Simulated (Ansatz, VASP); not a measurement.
## Zr: VASP beside Ansatz

```xyz
2
Lattice="1.6155 -2.7982 0.0000 1.6155 2.7982 0.0000 0.0000 0.0000 5.1751" Properties=species:S:1:pos:R:3 pbc="T T T"
Zr    1.6155   -0.9327    1.2938
Zr    1.6155    0.9327    3.8814
```

Alike in both runs: task single point; functional PBE; k mesh 15 × 15 × 8; occupations gaussian, width 0.005 eV; no spin polarisation.

|  | VASP | Ansatz |
| --- | --- | --- |
| version | VASP 6.6.1 | Ansatz 0.2.0 |
| potentials or method | VASP PAW PBE potentials, release 64 (Zr_sv) | PAW with Ansatz's default frozen-core files, scalar-relativistic |
| plane-wave cutoff (eV) | 520 | 499 |
| valence electrons in the cell | 24 | 24 |

|  | VASP | Ansatz | Ansatz less VASP |
| --- | --- | --- | --- |
| gap on the k mesh at the Fermi level (eV) | none | none | - |
| pressure (GPa) | 0.0 | 0.0 | -0.01 |
| largest component of the traceless stress (GPa) | 0.10 | 0.09 | -0.005 |

A gap of «none» marks a metal or a gap that the smearing closes.
